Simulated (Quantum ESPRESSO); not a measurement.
Ni under changes of volume

One of the cells (10.492 Å³/atom); the others are scaled copies at fixed shape and fractional positions:

```
Ni
1.0
     0.00000    1.73757    1.73757
     1.73757    0.00000    1.73757
     1.73757    1.73757    0.00000
Ni
1
Cartesian
  0.0000 0.0000 0.0000
```

```yaml
Program: Quantum ESPRESSO 7.5
Functional: PBE
Potentials_or_basis: SSSP 1.3 efficiency PBE
Cutoff: 748 eV
Density_cutoff: 5987 eV
k_mesh: 13 × 13 × 13
Occupations: fermi-dirac, width 0.05 eV
Spin: collinear spin, ferromagnetic start
Starting_moments: "[1.0] μB"
```

```tsv
volume (Å³/atom)	energy over the lowest point (meV/atom)	pressure (GPa)
9.862	?	?
10.072	43.42	18.5
10.282	22.77	12.8
10.492	9.11	7.7
10.702	1.74	3.2
10.912	0.00	-0.8
11.122	3.22	-4.4
```

Task: What does the run at 9.862 Å³/atom give?

Result: Energy over the lowest point 71.96 meV/atom; pressure 24.9 GPa.

Worked out: A Birch-Murnaghan fit of order 3 (a polynomial in V^(-2/3)) to the other rows has its minimum at 10.88 Å³/atom with B0 = V·E''(V) = 201 GPa and B' = 4.8. It gives 71.96 meV/atom at 9.862 Å³/atom, against the run's 71.96, and -dE/dV = 25.0 GPa, against 24.9.

Energies are extrapolated to zero smearing.
